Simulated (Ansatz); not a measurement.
# A series in volume scale on C

Free energy against uniform scaling of the volume at fixed shape and fractions; periodic cell, basis, potentials, k mesh and filling as listed. The results are calculated, by Ansatz 0.2.0.

The cell before it is scaled or strained (space group Cmme, No. 67):
```
cell vectors (Å)
   1.2280    -2.1271     0.0000
   1.2280     2.1271     0.0000
   0.0000     0.0000     7.1733
atoms (fractions of the cell vectors)
C   0.08338  0.91662  0.75314
C   0.58338  0.41662  0.24686
C   0.91662  0.08338  0.24686
C   0.41662  0.58338  0.75314
```

Settings of every row: functional PBEsol; dispersion none; potentials PAW; wave cutoff 550 eV; density cutoff 2200 eV; k mesh 11x11x4; k shift 0x0x0; occupations fermi dirac; smearing width 0.15 eV; spin none.

Limits: a layered crystal: even scaling strains the bonds within the layers, so this curve is stiffer than the crystal under pressure; the cell comes from a prototype or a list of computed structures and needn't be the stable phase.

| row | volume scale | V (Å³/atom) | energy above lowest point (meV/atom) |
| --- | --- | --- | --- |
| 1 | 0.92 | 8.619 | 60.9 |
| 2 | 0.9467 | 8.869 | 27 |
| 3 | 0.9733 | 9.118 | 7.3 |
| 4 | 1 | 9.369 | 0 |
| 5 | 1.0267 | 9.619 | 3.8 |
| 6 | 1.0533 | 9.868 | ? |
| 7 | 1.08 | 10.118 | 39.8 |

Question: what energy above lowest point should row 6 give?

Worked fit of energy above lowest point. Take u = (V_r/V)^(2/3) − 1 with V_r = 9.2435 Å³ an atom, which is twice the finite (Eulerian) strain; such expansions in the strain, on which the Birch-Murnaghan equation of state is built, carry the rest volume and the bulk modulus. The shown rows have u = 0.04774, 0.02796, 0.00916, -0.00895, -0.0262, -0.05848. Least squares give energy above lowest point = 2.15 + 400.6 × u + 17596 × u² − 4481 × u³ meV/atom; a parabola predicts inner rows, each left out in turn, worse (root mean square 0.21 against 0.033 meV/atom). All shown rows lie on it to the printed digit. Its lowest point lies at u = -0.0113, or V = 9.403 Å³ an atom, and the curvature there gives the bulk modulus at fixed shape and fractions, B = (4/9)(1 + u)² E″(u)/V = 263 GPa. Letting shape and atoms relax would as a rule lower it, by much in layered, chain or molecular crystals. The withheld row has u = -0.04265, so the fit gives 2.15 + 400.6 × (-0.04265) + 17596 × (-0.04265)² − 4481 × (-0.04265)³ = 17.4 meV/atom.

The calculation gave 17.4 meV/atom. The fit meets it to the printed digit.
